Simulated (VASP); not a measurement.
Set up this calculation in VASP 6.6.1, as the native input.

```yaml
Task: relaxation of cell and atoms
Functional: PBE
Potentials_or_basis: VASP PAW PBE potentials, release 64 (Si)
Cutoff: 520 eV
k_mesh: 14 × 14 × 14
Occupations: gaussian, width 0.1 eV
Spin: no spin polarisation
Further_INCAR_settings: ALGO = Normal; EDIFF = 1e-06; IBRION = 2; EDIFFG = -0.01; NSW = 90; ISIF = 3
```

The structure of Si lies in POSCAR:

```
Si
1.0
    0.0000000000      2.7135600000      2.7135600000
    2.7135600000      0.0000000000      2.7135600000
    2.7135600000      2.7135600000      0.0000000000
Si
2
Direct
    0.2500000000      0.2500000000      0.2500000000
    0.0000000000      0.0000000000      0.0000000000
```

One way to write it, as run:

INCAR

```
SYSTEM = Si
ALGO = Normal
EDIFF = 1E-6
EDIFFG = -0.01
ENCUT = 520
GGA = PE
IBRION = 2
ISIF = 3
ISMEAR = 0
LASPH = .TRUE.
LCHARG = .FALSE.
LREAL = .FALSE.
LWAVE = .FALSE.
NELM = 120
NSW = 90
PREC = Accurate
SIGMA = 0.1
```

KPOINTS

```
k-points
0
G
  14 14 14
  0 0 0
```

Potentials or basis: VASP PAW PBE potentials, release 64 (Si).

Command:

```console
$ cat potpaw_PBE.64/Si/POTCAR > POTCAR
$ mpirun -np 1 vasp_std > vasp.out
```

Results of the run:

```json
{"Relaxed volume": "20.44 Å³/atom", "Relaxed cell": "a = 3.867 Å, b = 3.867 Å, c = 3.867 Å, α = 60.00°, β = 60.00°, γ = 60.00°", "Space group after relaxing (to 0.05 Å)": "Fd-3m (No. 227)", "Energy gained by relaxing": "3.0 meV/atom", "Ionic steps": "3", "Pressure after relaxing": "0.0 GPa", "Band gap on the k mesh": "0.61 eV, indirect (least direct gap 2.56 eV)"}
```

It took 25 s on 1 thread of Intel(R) Xeon(R) 6975P-C (Granite Rapids) (shared host), peak memory 0.17 GiB.
